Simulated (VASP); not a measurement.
# BaTe (Fm-3m) in VASP: single point with PBE

Aim: the single point of BaTe with PBE.

Everything below comes from runs of VASP 6.6.1. Logs are shortened: lines on timing, memory, paths and dates and some standing lists are left out, and cuts for length are marked.

**1. Starting point**

Symmetry: Fm-3m, No. 225, cubic system. Conventional cell: a = 6.761 Å, b = 6.761 Å, c = 6.761 Å, α = 90.00°, β = 90.00°, γ = 90.00°. Around Ba (site symmetry m-3m) lie 6 Te at 3.38 Å. Around Te (site symmetry m-3m) lie 6 Ba at 3.38 Å.

**2. Single point, PBE, non-collinear spin, zero start, spin-orbit coupling**

INCAR reads:

```
SYSTEM = BaTe
ALGO     = Normal         ! electronic algorithm
EDIFF    = 1E-7           ! SCF threshold, eV
ENCUT    = 520            ! plane-wave cutoff, eV
GGA      = PE             ! functional
GGA_COMPAT= .FALSE.      
ISIF     = 2              ! what is computed and relaxed
ISMEAR   = -1             ! smearing method
LASPH    = .TRUE.         ! aspherical terms in the spheres
LCHARG   = .FALSE.        ! write CHGCAR
LORBIT   = 11             ! projections on sites
LORBMOM  = .TRUE.       
LREAL    = .FALSE.        ! projectors in reciprocal space
LSORBIT  = .TRUE.         ! spin-orbit coupling
LWAVE    = .FALSE.        ! write WAVECAR
MAGMOM   = 0 0 0 0 0 0    ! initial moments
NBANDS   = 28             ! bands
NELM     = 150            ! most SCF steps
PREC     = Accurate       ! precision mode
SIGMA    = 0.0195         ! smearing width, eV
```

KPOINTS reads:

```
k-points
0
G
  7 7 7
  0 0 0
```

POSCAR reads:

```
BaTe
1.0
    0.0000000000      3.3804166000      3.3804166000
    3.3804166000      0.0000000000      3.3804166000
    3.3804166000      3.3804166000      0.0000000000
Ba Te
1 1
Direct
    0.0000000000      0.0000000000      0.0000000000
    0.5000000000      0.5000000000      0.5000000000
```

Potentials or basis: VASP PAW PBE potentials, release 64 (Ba_sv, Te).

The run is started by

```bash
$ cat potpaw_PBE.64/Ba_sv/POTCAR potpaw_PBE.64/Te/POTCAR > POTCAR
$ mpirun -np 1 vasp_ncl > vasp.out
```

OUTCAR:

```text
SYSTEM = BaTe
   EDIFF = 1E-7
   ENCUT = 520
   GGA = PE
   ISIF = 2
   ISMEAR = -1
   LASPH = .TRUE.
   LORBIT = 11
   LREAL = .FALSE.
   LSORBIT = .TRUE.
   NELM = 150
   PREC = Accurate

 ion  position               nearest neighbor table
   1  0.000  0.000  0.000-   2 3.38   2 3.38   2 3.38   2 3.38   2 3.38   2 3.38
   2  0.500  0.500  0.500-   1 3.38   1 3.38   1 3.38   1 3.38   1 3.38   1 3.38

  LATTYP: Found a face centered cubic cell.
 ALAT       =     6.7608332000

  Lattice vectors:

 A1 = (   0.0000000000,   3.3804166000,   3.3804166000)
 A2 = (   3.3804166000,   0.0000000000,   3.3804166000)
 A3 = (   3.3804166000,   3.3804166000,   0.0000000000)

Analysis of symmetry for initial positions (statically):
=====================================================================
 Subroutine PRICEL returns:
 Original cell was already a primitive cell.

 Routine SETGRP: Setting up the symmetry group for a
 face centered cubic supercell.

 Subroutine GETGRP returns: Found 48 space group operations
 (whereof 48 operations were pure point group operations)
 out of a pool of 48 trial point group operations.

The static configuration has the point symmetry O_h .

Analysis of symmetry for dynamics (positions and initial velocities):
=====================================================================
 Subroutine PRICEL returns:
 Original cell was already a primitive cell.

 Routine SETGRP: Setting up the symmetry group for a
 face centered cubic supercell.

 Subroutine GETGRP returns: Found 48 space group operations
 (whereof 48 operations were pure point group operations)
 out of a pool of 48 trial point group operations.

The dynamic configuration has the point symmetry O_h .

Analysis of structural, dynamic, and magnetic symmetry:
=====================================================================
 Subroutine PRICEL returns:
 Original cell was already a primitive cell.

 Routine SETGRP: Setting up the symmetry group for a
 face centered cubic supercell.

 Subroutine GETGRP returns: Found 48 space group operations
 (whereof 48 operations were pure point group operations)
 out of a pool of 48 trial point group operations.

The overall configuration has the point symmetry O_h .

 Subroutine INISYM returns: Found 48 space group operations
 (whereof 48 operations are pure point group operations),
 and found     1 'primitive' translations
[... 789 lines left out ...]
      0.00000      0.00000      0.00000         0.000000      0.000000      0.000000
      3.38042      3.38042      3.38042        -0.000000     -0.000000     -0.000000
 -----------------------------------------------------------------------------------
    total drift:                               -0.000000      0.000000      0.000000

  FREE ENERGIE OF THE ION-ELECTRON SYSTEM (eV)
  ---------------------------------------------------
  free  energy   TOTEN  =        -8.7413725160 eV

  energy  without entropy=       -8.7413725160  energy(sigma->0) =       -8.74137252

 orbital moment (x)

 # of ion     p       d       tot
 ----------------------------------------
  1        -0.000   0.000   0.000
  2        -0.000   0.000  -0.000
 ----------------------------------------
           -0.000   0.000  -0.000

 orbital moment (y)

 # of ion     p       d       tot
 ----------------------------------------
  1        -0.000   0.000   0.000
  2         0.000   0.000   0.000
 ----------------------------------------
            0.000   0.000   0.000

 orbital moment (z)

 # of ion     p       d       tot
 ----------------------------------------
  1         0.000   0.000   0.000
  2         0.000   0.000   0.000
 ----------------------------------------
            0.000   0.000   0.000

 Spin-Orbit-Coupling matrix elements

 Ion:    1  E_soc:     -0.3970982
 l=   1
     0.0000000    -0.0655922    -0.0655922
    -0.0655922     0.0000000    -0.0655922
    -0.0655922    -0.0655922     0.0000000
 l=   2
     0.0000000     0.0000243     0.0000000     0.0000243    -0.0006152
     0.0000243     0.0000000    -0.0004614     0.0000243    -0.0001538
     0.0000000    -0.0004614     0.0000000    -0.0004614     0.0000000
     0.0000243     0.0000243    -0.0004614     0.0000000    -0.0001538
    -0.0006152    -0.0001538     0.0000000    -0.0001538     0.0000000
 l=   3
     0.0000000     0.0000000     0.0000000     0.0000000     0.0000000     0.0000000     0.0000000
     0.0000000     0.0000000     0.0000000     0.0000000     0.0000000     0.0000000     0.0000000
     0.0000000     0.0000000     0.0000000     0.0000000     0.0000000     0.0000000     0.0000000
     0.0000000     0.0000000     0.0000000     0.0000000     0.0000000     0.0000000     0.0000000
     0.0000000     0.0000000     0.0000000     0.0000000     0.0000000     0.0000000     0.0000000
     0.0000000     0.0000000     0.0000000     0.0000000     0.0000000     0.0000000     0.0000000
     0.0000000     0.0000000     0.0000000     0.0000000     0.0000000     0.0000000     0.0000000

 Ion:    2  E_soc:     -0.1877115
 l=   1
     0.0000000    -0.0312829    -0.0312829
    -0.0312829     0.0000000    -0.0312829
    -0.0312829    -0.0312829     0.0000000
 l=   2
     0.0000000    -0.0000048     0.0000000    -0.0000048     0.0000025
    -0.0000048     0.0000000     0.0000019    -0.0000048     0.0000006
     0.0000000     0.0000019     0.0000000     0.0000019     0.0000000
    -0.0000048    -0.0000048     0.0000019     0.0000000     0.0000006
     0.0000025     0.0000006     0.0000000     0.0000006     0.0000000
 l=   3
     0.0000000     0.0000000     0.0000000     0.0000000     0.0000000     0.0000000     0.0000000
     0.0000000     0.0000000     0.0000000     0.0000000     0.0000000     0.0000000     0.0000000
     0.0000000     0.0000000     0.0000000     0.0000000     0.0000000     0.0000000     0.0000000
     0.0000000     0.0000000     0.0000000     0.0000000     0.0000000     0.0000000     0.0000000
     0.0000000     0.0000000     0.0000000     0.0000000     0.0000000     0.0000000     0.0000000
     0.0000000     0.0000000     0.0000000     0.0000000     0.0000000     0.0000000     0.0000000
     0.0000000     0.0000000     0.0000000     0.0000000     0.0000000     0.0000000     0.0000000

 total charge

# of ion       s       p       d       tot
------------------------------------------
    1        2.015   5.611   0.328   7.955
    2        1.345   2.167   0.005   3.517
--------------------------------------------------
tot          3.360   7.778   0.334  11.472

 magnetization (x)

# of ion       s       p       d       tot
------------------------------------------
    1        0.000  -0.000  -0.000   0.000
    2        0.000  -0.000  -0.000   0.000
--------------------------------------------------
tot          0.000  -0.000  -0.000   0.000

 magnetization (y)

# of ion       s       p       d       tot
------------------------------------------
    1        0.000  -0.000   0.000   0.000
    2        0.000  -0.000   0.000   0.000
--------------------------------------------------
tot          0.000  -0.000   0.000   0.000

 magnetization (z)

# of ion       s       p       d       tot
------------------------------------------
    1        0.000  -0.000   0.000   0.000
    2        0.000   0.000   0.000   0.000
--------------------------------------------------
tot          0.000  -0.000   0.000   0.000
```

OSZICAR:

```text
N       E                     dE             d eps       ncg     rms          rms(c)
DAV:   1     0.969346266231E+02    0.96935E+02   -0.62941E+03  1120   0.965E+02
DAV:   2    -0.170101119365E+01   -0.98636E+02   -0.90992E+02  1480   0.180E+02
DAV:   3    -0.860844277818E+01   -0.69074E+01   -0.68485E+01  1492   0.502E+01
DAV:   4    -0.882848888858E+01   -0.22005E+00   -0.21956E+00  1648   0.803E+00
DAV:   5    -0.883010322393E+01   -0.16143E-02   -0.16141E-02  1396   0.740E-01    0.509E+00
DAV:   6    -0.873684010510E+01    0.93263E-01   -0.11693E-01  1320   0.183E+00    0.329E+00
DAV:   7    -0.873306861680E+01    0.37715E-02   -0.74205E-02  1368   0.155E+00    0.200E+00
DAV:   8    -0.873943245561E+01   -0.63638E-02   -0.86511E-03  1428   0.638E-01    0.496E-01
DAV:   9    -0.874087152650E+01   -0.14391E-02   -0.29018E-03  1164   0.383E-01    0.101E-01
DAV:  10    -0.874123902180E+01   -0.36750E-03   -0.47998E-04  1308   0.143E-01    0.567E-02
DAV:  11    -0.874134774181E+01   -0.10872E-03   -0.82631E-05  1364   0.589E-02    0.272E-02
DAV:  12    -0.874137151518E+01   -0.23773E-04   -0.32964E-05  1208   0.396E-02    0.842E-03
DAV:  13    -0.874137214961E+01   -0.63443E-06   -0.20183E-06  1752   0.646E-03    0.283E-03
DAV:  14    -0.874137239136E+01   -0.24176E-06   -0.30335E-07  1188   0.334E-03    0.118E-03
DAV:  15    -0.874137251735E+01   -0.12598E-06   -0.25187E-08   848   0.107E-03    0.304E-04
DAV:  16    -0.874137251596E+01    0.13881E-08   -0.61267E-09   580   0.495E-04
   1 F= -.87413725E+01 E0= -.87413725E+01  d E =-.837647E-11  mag=    -0.0000     0.0000     0.0000
```

stdout:

```text
POSCAR found type information on POSCAR BaTe
 POSCAR found :  2 types and       2 ions
 scaLAPACK will be used
 LDA part: xc-table for (Slater+PW92), standard interpolation
 POSCAR, INCAR and KPOINTS ok, starting setup
 FFT: planning ... GRIDC
 FFT: planning ... GRID_SOFT
 FFT: planning ... GRID
 WAVECAR not read
 entering main loop
```

Run time: 3.6 min. Hardware: 1 thread of Intel Xeon Platinum 8375C at 2.90GHz (Ice Lake), shared host; peak memory 0.41 GiB.

What came out:

| Quantity | Value |
| --- | --- |
| Free energy | -8.7414 eV |
| Pressure | 5.5 GPa |
| Net moment | 0.00 μB per cell |
| Valence electrons inside the program's atomic spheres | Ba 7.96; Te 3.52 |

Moments on the atoms (μB; x, y, z):
```
Ba  0.00 0.00 0.00
Te  0.00 0.00 0.00
```
